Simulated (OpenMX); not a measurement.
**MnO in OpenMX: the effect of Hubbard term**

MnO:

```
Mn O
1.0
     0.00000    2.22391    2.22391
     2.22391    0.00000    2.22391
     2.22391    2.22391    0.00000
Mn O
1 1
Cartesian
  0.0000 0.0000 0.0000
  2.2239 2.2239 2.2239
```

The cell is a database's computed one.

Alike in all runs:

```yaml
Program: OpenMX 3.8.5
Task: single point
Functional: PBE
Potentials_or_basis: OpenMX 2013 PBE set, Mn6.0-s3p2d2, O6.0-s2p2d1, grid cutoff 400 Ry
k_mesh: 7 × 7 × 7
Occupations: fermi-dirac, width 0.05 eV
Spin: collinear spin, ferromagnetic start
Starting_moments: "[4.0, 0.0] μB"
Hubbard_projector: dual
Start_of_the_occupations: no orbital polarisation
Hubbard_shell: Mn d
Mixing_scheme: rmm-diisk
SCF_threshold: 1e-07 Ha
Solver: band
Max_SCF_cycles: 120
```

```tsv
Hubbard term	gap on the mesh (eV)
Mn U = 0 eV	?
Mn U = 2 eV	0.20
Mn U = 4 eV	0.64
Mn U = 6 eV	0.95
Mn U = 8 eV	1.17
```

Problem. What does the run with Hubbard term Mn U = 0 eV give?

Solution. gap on the mesh none.

Caveats: the basis of atomic orbitals isn't converged, which shifts pressures, moduli and gaps; a cell with one magnetic atom can't hold antiferromagnetic order, which such compounds often take; U acts on the first radial function of the shell alone, so its value doesn't carry over to other programs (some runs); an odd mesh through Γ misses points on the zone boundary, where band edges often lie (some runs).

A gap of «none» marks a metal or a gap under the smearing width.
